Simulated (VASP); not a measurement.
A run of VASP 6.6.1 is set up as follows.

File INCAR:

```
SYSTEM = Mg
ALGO = Fast ; EDIFF = 1E-6
ENCUT = 520 ; GGA = PS
ISIF = 2 ; ISMEAR = -1
LASPH = .True. ; LCHARG = .False.
LREAL = .False. ; LWAVE = .False.
NBANDS = 16 ; NELM = 100
PREC = Accurate ; SIGMA = 0.1
```

File KPOINTS:

```
k-points
0
Gamma
  2 2 2
  0 0 0
```

The input POSCAR:

```
Mg
1.0
   -3.6719832600      3.6719832600      3.3588080400
    3.6719832600     -3.6719832600      3.3588080400
    3.6719832600      3.6719832600     -3.3588080400
Mg
7
Direct
    0.0158639542      0.0156594326      0.1013585775
   -0.0081731239      0.4877667732      0.0359958068
    0.0187685730      0.4567909947      0.5359003189
    0.4878425321     -0.0086510168      0.0356276134
    0.4569253381      0.0193361972      0.5359201992
    0.4589866061      0.4587511747     -0.0279605033
    0.5697861599      0.5703466199      0.5331579317
```

Potentials or basis: VASP PAW PBE potentials, release 64 (Mg).

Launch:

```bash
$ cat potpaw_PBE.64/Mg/POTCAR > POTCAR
$ mpirun -np 1 vasp_std > vasp.out
```

**Question.** What does it give for the pressure?

**Answer.** -1.4 GPa.

**Question.** What does it give for the largest force?

**Answer.** 0.024 eV/Å.

**Question.** Estimate the band gap on the k mesh.

**Answer.** None (metal or under the smearing width).

Forces on the atoms (eV/Å):
```
Mg  -0.005 -0.005  0.012
Mg   0.011 -0.002  0.012
Mg  -0.002  0.000 -0.004
Mg  -0.002  0.011  0.012
Mg  -0.001 -0.002 -0.004
Mg   0.005  0.004 -0.023
Mg  -0.007 -0.006 -0.006
```

Caveat: the k mesh is coarse (spacing up to 0.63 Å⁻¹), so the values aren't converged; the PAW data sets were made with another functional, which shifts forces and pressure a little.
